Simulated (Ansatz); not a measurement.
## Band structure of Ba

```
Ba
1.0
    -2.50000    2.50000    2.50000
     2.50000   -2.50000    2.50000
     2.50000    2.50000   -2.50000
Ba
1
Direct
  0.00000 0.00000 0.00000
```

The cell comes from COD entry 9008528, which wasn't checked; take it as a given geometry.

Method: Ansatz 0.2.0, DFT, PBE, all-electron LAPW, Dirac equation with spin-orbit coupling.

Settings: a Γ-centred 10×10×10 k mesh, Fermi–Dirac smearing of 0.03 eV, basis error target 0.5 meV/atom, no spin polarisation.

Points in fractions of the reciprocal vectors of this cell: Γ (0, 0, 0), H (0.5, -0.5, 0.5), N (0, 0, 0.5), P (0.25, 0.25, 0.25). The path joins them by straight lines in the order Γ–H–N–Γ–P–H–P–N; legs that retrace an earlier one aren't tabulated. Energies are in eV from the Fermi level.

(1) Metal or insulator at this level of theory?

(2) Tabulate bands 16 to 23, counted from the lowest band of the run, along the path.

Answers

(1) No gap opens: metallic or semimetallic.

(2) 
| k (1/Å) | point | band 16 | band 17 | band 18 | band 19 | band 20 | band 21 | band 22 | band 23 |
| --- | --- | --- | --- | --- | --- | --- | --- | --- | --- |
| 0.00 | Γ | -13.13 | -13.13 | -13.13 | -2.72 | -2.72 | 1.85 | 1.85 | 1.85 |
| 0.25 |  | -13.19 | -13.16 | -13.16 | -2.35 | -2.35 | 1.73 | 1.73 | 1.78 |
| 0.50 |  | -13.32 | -13.25 | -13.25 | -1.40 | -1.40 | 1.26 | 1.26 | 1.69 |
| 0.75 |  | -13.43 | -13.36 | -13.36 | -0.42 | -0.42 | 0.29 | 0.29 | 2.06 |
| 1.01 |  | -13.48 | -13.46 | -13.46 | -0.32 | -0.32 | -0.32 | -0.32 | 2.90 |
| 1.26 | H | -13.49 | -13.49 | -13.49 | -0.52 | -0.52 | -0.52 | -0.52 | 3.79 |
| 1.43 |  | -13.50 | -13.47 | -13.47 | -0.42 | -0.42 | -0.40 | -0.40 | 3.05 |
| 1.61 |  | -13.50 | -13.40 | -13.40 | -0.22 | -0.22 | -0.05 | -0.05 | 2.07 |
| 1.79 |  | -13.51 | -13.31 | -13.31 | -0.32 | -0.32 | 0.47 | 0.47 | 1.43 |
| 1.97 |  | -13.51 | -13.24 | -13.24 | -0.69 | -0.69 | 0.90 | 0.90 | 1.01 |
| 2.15 | N | -13.51 | -13.21 | -13.21 | -0.86 | -0.86 | 0.73 | 0.73 | 1.27 |
| 2.32 |  | -13.47 | -13.20 | -13.20 | -0.96 | -0.96 | 0.81 | 0.81 | 1.07 |
| 2.50 |  | -13.39 | -13.18 | -13.18 | -1.39 | -1.39 | 1.01 | 1.01 | 1.03 |
| 2.68 |  | -13.27 | -13.16 | -13.16 | -2.02 | -2.02 | 1.37 | 1.37 | 1.38 |
| 2.86 |  | -13.17 | -13.14 | -13.14 | -2.53 | -2.53 | 1.71 | 1.71 | 1.77 |
| 3.03 | Γ | -13.13 | -13.13 | -13.13 | -2.72 | -2.72 | 1.85 | 1.85 | 1.85 |
| 3.25 |  | -13.19 | -13.14 | -13.14 | -2.44 | -2.44 | 1.64 | 1.64 | 1.66 |
| 3.47 |  | -13.32 | -13.17 | -13.17 | -1.71 | -1.71 | 1.10 | 1.10 | 1.12 |
| 3.69 |  | -13.43 | -13.23 | -13.23 | -0.74 | -0.74 | 0.65 | 0.65 | 0.70 |
| 3.90 |  | -13.45 | -13.31 | -13.31 | 0.20 | 0.20 | 0.49 | 0.49 | 0.56 |
| 4.12 | P | -13.40 | -13.40 | -13.40 | 0.43 | 0.43 | 0.62 | 0.62 | 0.62 |
| 4.34 |  | -13.47 | -13.32 | -13.32 | 0.19 | 0.19 | 0.56 | 0.56 | 0.69 |
| 4.56 |  | -13.51 | -13.29 | -13.29 | 0.22 | 0.22 | 0.42 | 0.42 | 0.54 |
| 4.78 |  | -13.51 | -13.36 | -13.36 | 0.04 | 0.04 | 0.10 | 0.10 | 1.04 |
| 4.99 |  | -13.50 | -13.45 | -13.45 | -0.36 | -0.36 | -0.34 | -0.34 | 2.55 |
| 5.21 | H | -13.49 | -13.49 | -13.49 | -0.52 | -0.52 | -0.52 | -0.52 | 3.79 |
| 6.30 | P | -13.40 | -13.40 | -13.40 | 0.43 | 0.43 | 0.62 | 0.62 | 0.62 |
| 6.42 |  | -13.44 | -13.35 | -13.35 | 0.33 | 0.33 | 0.51 | 0.51 | 0.71 |
| 6.55 |  | -13.47 | -13.29 | -13.29 | -0.07 | -0.07 | 0.52 | 0.52 | 0.87 |
| 6.68 |  | -13.49 | -13.25 | -13.25 | -0.48 | -0.48 | 0.60 | 0.60 | 1.06 |
| 6.80 |  | -13.50 | -13.22 | -13.22 | -0.76 | -0.76 | 0.69 | 0.69 | 1.21 |
| 6.93 | N | -13.51 | -13.21 | -13.21 | -0.86 | -0.86 | 0.73 | 0.73 | 1.27 |
